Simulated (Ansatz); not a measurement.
# All-electron card of Ba

```yaml
crystal:
  lattice:
    - [3.59177, -2.51690, 0.00000]
    - [3.59177, 2.51690, 0.00000]
    - [0.00000, 0.00000, 7.19005]
  atoms:
    - { symbol: Ba, position: [0.74677, 0.25323, 0.25000] }
    - { symbol: Ba, position: [0.25323, 0.74677, 0.75000] }
```

Atoms are numbered in the order listed.

The cell is the one relaxed in the Materials Project (mp-122), not relaxed further here; entries there can be hypothetical.

No spin–orbit coupling, which matters for the heavy atoms here.

The calculation used Ansatz 0.2.0, DFT, PBEsol, all-electron LAPW, scalar-relativistic.

The runs use a Γ-centred 9×9×5 k mesh, Fermi–Dirac smearing of 0.03 eV, basis error target 0.25 meV/atom, no spin polarisation.

| Property | Result |
| --- | --- |
| Density of states at the Fermi level (0.2 eV bin) | 2.26 states/eV per cell |
| Volume per atom | 65.00 Å³ |

Question: Band gap: what does the calculation give?

Answer: none: bands cross the Fermi level, a metal.

Question: Predict this quantity. Pressure at this cell.

Answer: -0.86 GPa.

Question: Largest force: what does the calculation give?

Answer: 0.0008 Ry/bohr on Ba1.
